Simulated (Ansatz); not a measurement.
Crystal: Ag.

```
Ag
1.0
     0.00000    2.04275    2.04275
     2.04275    0.00000    2.04275
     2.04275    2.04275    0.00000
Ag
1
Cartesian
  0.0000 0.0000 0.0000
```

A run of Ansatz 0.2.0 on this cell left the log below. Logs are shortened: lines on timing, memory, paths and dates and some standing lists are left out, and cuts for length are marked.

```text
Warning: RAYON_NUM_THREADS=2 ignored (pool sized by the plan → 2); use --threads N
Engine: ansatz 0.2.0, aarch64-unknown-linux-gnu
Pseudopotentials: kind: paw
Pseudopotential: Ag, paw, valence charge 19, recommended cutoff 420 eV (normal), Ag.paw.azcp
Functional definition: SPW92
  exchange = slater_x
  correlation = pw_c
Crystal: 1 atoms, lattice volume = 17.048 Å³
Basis set: ecut = 420 eV, 331 PW (Γ)
Bands: 14, of which v1, the nominal top of the filled ones, is band 10 counted from 1 (9 counted from 0)
Symmetry: 48 space group operations
Space group: Fm-3m (ITA 225), of the structure as read, at distance tolerance 2.6e-5 Å
k-points: 56 of 1331
Non-local potential: Ag, projectors of the file, l = 0: 3, l = 1: 2, l = 2: 2, l = 3: 1
PAW form: soft (Blöchl's): semilocal exchange-correlation on the pseudo side does not see the compensation charge
PAW frozen core: Ag, regenerated for the run's functional, and the local potential with it (the file was generated under x = pbe(κ = 0.804, μ = 0.2195149727645171), c = pbe(β = 0.06672455060314922))
PAW one-centre angular grid: Ag, 590 points (default); XC on 64 Gauss nodes
Initial density: superposition of atomic densities (neutral atoms: chi_scale 0, normalization atom), corrected by the library's trained network
Initial wavefunctions: pseudopotential atomic-orbital guess
Functional: x = slater, c = lda
SCF iter   1: F=—  HF=-7458.140920 eV  |F-HF|=—  |Δ(HF+E_count)|=         —  Δρ=1.45e-2  dr2=3.11e-2  ethr=1.77e-3  ⟨swp⟩=4.6  Hψ=3963  notcnv=0
preconditioner: auto → none  [metal: Δε(μ)=0.079 eV  Ē_g=16.065 eV  σ=0.050 eV  W_gap=0.38  n_scr=8 (ndim 8)  ℏωp=29.8 eV  f_vac=0.000  D(μ)=0.33/eV (n_scr^D=0)  sad-step TF]
SCF iter   2: F=—  HF=-7458.132284 eV  |F-HF|=—  |Δ(HF+E_count)|=   8.64e-3  Δρ=4.48e-3  dr2=2.26e-3  ethr=1.64e-4  ⟨swp⟩=2.4  Hψ=1543  notcnv=0  defer=13
SCF iter   3: F=—  HF=-7458.131540 eV  |F-HF|=—  |Δ(HF+E_count)|=   7.44e-4  Δρ=1.40e-3  dr2=8.09e-5  ethr=1.19e-5  ⟨swp⟩=2.4  Hψ=1064  notcnv=0  defer=13
SCF iter   4: F=—  HF=-7458.131529 eV  |F-HF|=—  |Δ(HF+E_count)|=   1.13e-5  Δρ=1.72e-4  dr2=1.67e-6  ethr=4.26e-7  ⟨swp⟩=2.9  Hψ=1299  notcnv=0  defer=13
iter 5 did not close the SCF: its close was put off for the readings that it lacked (scf_convergence_deferred on its scf_iter line)
SCF iter   5: F=-7458.131529 eV  HF=-7458.131529 eV  |F-HF|=1.07e-10  |Δ(HF+E_count)|=   4.11e-7  Δρ=8.40e-6  dr2=2.74e-9  ethr=8.78e-9  ⟨swp⟩=2.0  Hψ=1291  notcnv=0  defer=13
[... 45 lines left out ...]
SCF iter   4: F=—  HF=-7458.158927 eV  |F-HF|=—  |Δ(HF+E_count)|=   2.04e-9  Δρ=2.44e-6  dr2=1.41e-10  ethr=8.94e-11  ⟨swp⟩=2.0  Hψ=1314  notcnv=0
SCF iter   5: F=-7458.158927 eV  HF=-7458.158927 eV  |F-HF|=9.09e-13  |Δ(HF+E_count)|=  1.19e-10  Δρ=4.49e-8  dr2=1.34e-13  ethr=1.00e-12  ⟨swp⟩=3.6  Hψ=2932  notcnv=0
SCF 5 converged in 5 iterations: F = -7458.158927 eV  dr2 = 1.34e-13
relax step   5: F+E_penalty+E_count = -7458.15892690 eV  Δ(F+E_penalty+E_count) = +1.827e-4 eV  max|allowed force component| = 0.000e0 eV/Å  Δτ_max = 0.0000 Å  P = +0.013 GPa  Ω = 15.973 Å³  stress off target by 1.27e-2 GPa  SCF on the basis re-selected at this cell (its energy is not comparable with the rows above)  (5 SCF iters)
basis re-selected at this cell: Δ(F+E_penalty+E_count) = +1.827e-4 eV, ΔP = +0.009 GPa vs the last step (what re-selecting the basis moved, of the pressure what is left beyond the Pulay correction that the steps carried, after the strain that the cell walked since its last selection, with what the two solves' SCF thresholds leave and, on support functions, any second-order correction that the steps lacked; it is no measure of the basis error at this ecutwfc). This SCF's stress stands 1.27e-2 GPa from its target on what of the cell is left free (relax.cell.stress_tol is 5.00e-2 GPa) and its largest allowed force component is 0.00e0 eV/Å (relax.f_tol is 1.00e-2 eV/Å): within both
SCF converged after 5 iterations
Free energy (F): -7458.158927 eV
Harris-Foulkes:  -7458.158927 eV  (|F-HF|=9.09e-13)
Internal energy: -7458.156918 eV  (E = F + TS)
E sigma→0 (E₀):  -7458.157923 eV
Entropy (-TS):   -0.002009 eV (-2.009 meV/atom)
Fermi energy:    18.654445 eV
--- Per-component energies (eV) ---
  E_band       = -214.902653
  E_kinetic    = 528.327748
  E_local      = -2095.077952  (includes V_loc(G=0)·N_el)
  E_nonlocal   = 86.144842
  E_hartree    = 956.935344
  E_xc         = -184.350145
  E_vxc        = -235.480937  (∫ρ·V_xc dr)
  E_paw        = -3769.997728  (= ΣΔE_a)
  E_vpaw       = -412.687266  (= ΣTr[D̂ρ^β])
  E_aug_tail   = 0.000244  (compensation charges beyond the density's cutoff)
  E_ewald      = -2980.864079
  E_core_change = 0.724807  (= ΣΔE_core)
  E_smearing   = -0.002009  (= −TS)
  E_closure    = -0.000000  (closes the sum)
  Σ components = -7458.158927   (vs F -7458.158927, Δ=0.00e0)
--- Forces (eV/Å), atoms counted from 1 ---
  atom   1  Ag    -0.00000000     0.00000000     0.00000000
  max |Σ_I F_I| component: 8.22e-32 eV/Å
--- Stress (GPa, compression-positive) ---
        0.012721      -0.000000       0.000000
       -0.000000       0.012721      -0.000000
       -0.000000       0.000000       0.012721
  P = ⅓ Tr σ = 0.0127 GPa (0.127 kbar)
--- Relaxed structure (4 steps of the walk, 3 accepted, 1 SCFs on fresh bases) ---
  F+E_penalty+E_count = -7458.15892690 eV   max|allowed force component| = 0.000e0 eV/Å   (the final SCF, on the basis selected at the relaxed cell)
  cell:  # Å, volume = 15.9727 Å³
    - [1.1146125123295818e-34, 1.9988633829892961, 1.9988633829892961]
    - [1.9988633829892961, 1.3693813537070184e-34, 1.9988633829892961]
    - [1.9988633829892961, 1.9988633829892961, 0.0]
  atoms:
    - { symbol: Ag, position: [0.0, 0.0, 0.0] }
```

Q: What input gives this log?

A: Relaxation of cell and atoms with LDA, no spin polarisation. The files as run (others can give the same):

input.yaml
```yaml
crystal:
  lattice:
    - [0.0, 2.04275, 2.04275]
    - [2.04275, 0.0, 2.04275]
    - [2.04275, 2.04275, 0.0]
  atoms:
    - { symbol: Ag, position: [0.0, 0.0, 0.0] }
hamiltonian:
  xc: lda
  pseudopotentials: { kind: paw }
kpoints:
  mp_grid: { grid: [11, 11, 11] }
scf:
  occupations: { method: fermi_dirac, width: 0.05 }
output:
  forces: true
  stress: true
relax:
  f_tol: 0.01
  max_steps: 40
  cell: { stress_tol: 0.05 }
```

Potentials or basis: Ansatz PAW.
Run with:
```bash
$ ansatz run input.yaml --threads 2 --pin off --max-ram 5632MiB --backend cpu --events-out ev --progress --plain --runs-dir out
```

Caveat: the plane-wave basis is chosen anew once the cell has moved, so the energies of steps on either side of that aren't comparable; the PAW data sets come from PBE, with cores solved anew for the run's functional, which leaves a small shift of forces and pressure.
